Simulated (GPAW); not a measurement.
## InP: single point with LDA

**Experimental background.**

From a printed reference work, data compilation, for a bulk crystal of InP at 1.6 K: band gap 1.4236 eV (direct).

The system is InP.

```xyz
2
Lattice="0.0000 2.9305 2.9305 2.9305 0.0000 2.9305 2.9305 2.9305 0.0000" Properties=species:S:1:pos:R:3 pbc="T T T"
In    0.0000    0.0000    0.0000
P     1.4652    1.4652    1.4652
```

- Program: GPAW 26.7.0
- Task: single point
- Functional: LDA
- Potentials or basis: the program's PAW data sets (release 1.2.1) made for this functional
- Cutoff: 500 eV
- Basis: pw
- k mesh: 6 × 6 × 6
- Occupations: fermi-dirac, width 0.05 eV
- Spin: no spin polarisation
- Maxiter: 80

* Pressure: -1.9 GPa
* Band gap on the k mesh: 0.47 eV, direct

Levels at points of the mesh, in eV from the valence-band top:
```tsv
k point	band 6	band 7	band 8	band 9	band 10	band 11	band 12	band 13
(0.00, 0.00, 0.00)	-11.57	0.00	0.00	0.00	0.47	3.93	3.93	3.93
(0.50, 0.50, 0.00)	-9.13	-5.88	-2.38	-2.38	1.59	2.12	8.98	9.39
(0.50, 0.50, 0.50)	-9.80	-5.85	-1.00	-1.00	1.30	4.68	4.68	6.90
```

It took 9.3 s on 1 thread of Arm Neoverse V1 (shared host), peak memory 0.14 GiB.

Measured gap of InP: 1.4236 eV (direct; 1.6 K; a printed reference work, data compilation). This calculation gives 0.47 eV (-0.95 eV). Spin-orbit coupling on In is left out. The value is that of LDA, without temperature or zero-point motion. Semilocal functionals fall short of measured gaps as a rule.

Caveat: the cutoff is short for stress and forces, so pressures can be off by a GPa or more; spin-orbit coupling is left out, which moves the levels of the heavy elements.
